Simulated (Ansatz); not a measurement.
## Sn: one input, then a changed one

The cell is COD entry 1540069, as deposited and not checked against the literature; nothing was relaxed.

First run: DFT, LDA, PAW with Ansatz's default frozen-core files, scalar-relativistic (Ansatz 0.2.0).

Command: `ansatz run input.yaml --threads 1 --pin off --max-ram 2048MiB --backend cpu --events-out ev --progress --plain --runs-dir out` The run took 13 s on 1 thread of AMD EPYC 7R13 Processor (Zen 3), with other jobs on the host.

```yaml
crystal:
  lattice:
    - [-1.59075, 1.59075, 2.91565]
    - [1.59075, -1.59075, 2.91565]
    - [1.59075, 1.59075, -2.91565]
  atoms:
    - { symbol: Sn, position: [0.0, 0.0, 0.0] }
kpoints:
  mp_grid: { grid: [18, 18, 18] }
  band_path:
    path:
      - [0.0, 0.0, 0.0]
      - [0.0, 0.0, 0.5]
      - [0.25, 0.25, 0.25]
      - [0.0, 0.5, 0.0]
      - [0.0, 0.0, 0.0]
      - [0.5, 0.5, -0.5]
      - [0.3244171603, 0.6755828397, -0.3244171603]
      - [-0.3244171603, 0.3244171603, 0.3244171603]
      - [0.0, 0.0, 0.0]
    npoints: 5
scf:
  occupations: { method: fermi_dirac, width: 0.03 }
hamiltonian:
  xc: lda
  pseudopotentials: { kind: paw }
output:
  forces: true
  stress: true
  eigenvalues: true
  efg: { contact_densities: true }
  write_density: true
  write_potential: true
  elf: true
  volumetric_format: npy
```

Result: converged; pressure -5.23 GPa; no gap on the k mesh; 7 SCF iterations.

No spin–orbit coupling, which matters for the heavy atoms here.

The input is then changed:

```diff
@@ -22,7 +22,8 @@
 scf:
   occupations: { method: fermi_dirac, width: 0.03 }
+  lower_state_search: light
 hamiltonian:
   xc: lda
-  pseudopotentials: { kind: paw }
+  pseudopotentials: { kind: paw_fr }
 output:
   forces: true
@@ -34,3 +35,6 @@
   elf: true
   volumetric_format: npy
+magnetization:
+  noncollinear: true
+  spin_orbit: true
```

Question: Predict the outcome of the changed run.

Answer: It converged; pressure -5.22 GPa; no gap on the k mesh; 8 SCF iterations.
